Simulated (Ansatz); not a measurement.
Task: a phonon calculation by linear response of CaF2, space group Fm-3m, with Ansatz's Python interface. Give the script and its output. Settings: LDA, PAW, cutoff 450 eV, 6×6×6 k-points, fixed occupations.

`caf2.vasp`
```text
CaF2
1.0
   0.00000000    2.73100000    2.73100000
   2.73100000    0.00000000    2.73100000
   2.73100000    2.73100000    0.00000000
Ca F
1 2
Direct
   0.00000000    0.00000000    0.00000000
   0.25000000    0.25000000    0.25000000
   0.75000000    0.75000000    0.75000000
```

`dfpt_caf2.py`:
```python
"""DFPT phonons of CaF2."""

from pathlib import Path

import ansatz as az
from ase.io import read
import numpy as np

atoms = read("caf2.vasp", format="vasp")
xtal = az.Crystal.from_ase(atoms)

calculation = xtal.calculation()
calculation = calculation.functional("lda")
calculation = calculation.pseudopotentials("paw").basis(450)
calculation = calculation.occupations("fixed").kpoints(6, 6, 6)
calculation = calculation.phonons("dfpt", dielectric=True, lo_to_directions=[(1, 0, 0)])
result = calculation.run(runs_dir="runs")
ph = result.phonons

print("Gamma modes (1/cm):", " ".join(f"{w:.1f}" for w in ph.gamma_omega_inv_cm))
print("in meV:", " ".join(f"{w * 0.1239842:.2f}" for w in ph.gamma_omega_inv_cm))
field = result.phonons_dielectric
print("eps_inf diagonal:", np.round(np.diag(field.eps_inf), 3))
for site, z in zip(result.lattice.sites, field.zstar_e):
    print(f"Born charge {site.symbol:2s}", np.round(np.diag(z), 3) + 0.0)
rows = (Path(result.output_folder) / "results" / "optical_modes.tsv").read_text().splitlines()
for line in rows:
    if not line.startswith("#"):
        print("  ".join(f"{float(v):.3f}" for v in line.split()[:8]))
```

```console
$ python dfpt_caf2.py
DeckWarning: phonons.dielectric: true without phonons.rigid_motions: the static dielectric tensor ε⁰ will be withheld (ε∞, Z* and the rows of modes are given); for a crystal or a slab, whose only [...]
Gamma modes (1/cm): 0.0 0.0 0.0 224.1 224.1 224.1 298.6 298.6 298.6
in meV: 0.00 0.00 0.00 27.78 27.78 27.78 37.03 37.03 37.03
eps_inf diagonal: [2.319 2.319 2.319]
Born charge Ca [2.364 2.364 2.364]
Born charge F  [-1.182 -1.182 -1.182]
Born charge F  [-1.182 -1.182 -1.182]
0.000  0.000  0.000  224.053  3.000  19.823  0.286  -0.000
0.000  0.000  0.000  298.645  3.000  0.000  0.000  0.000
-0.577  0.577  0.577  224.053  2.000  13.215  0.191  0.095
-0.577  0.577  0.577  298.645  3.000  0.000  0.000  0.000
-0.577  0.577  0.577  446.498  1.000  6.608  0.095  -0.095
```
(Warnings from the package without file and line, shortened.)

Caveats:
- The cell isn't relaxed first, so the values belong to this volume.
- The starting cell is as deposited in a crystallographic database; the results hold for this polymorph, which needn't be the stable one.
- The structure is taken as given; imaginary modes can come from an unrelaxed or unstable start.
- Timing: 18 s on 1 thread of Arm Neoverse V1, with other jobs on the host, peak memory 0.54 GiB.
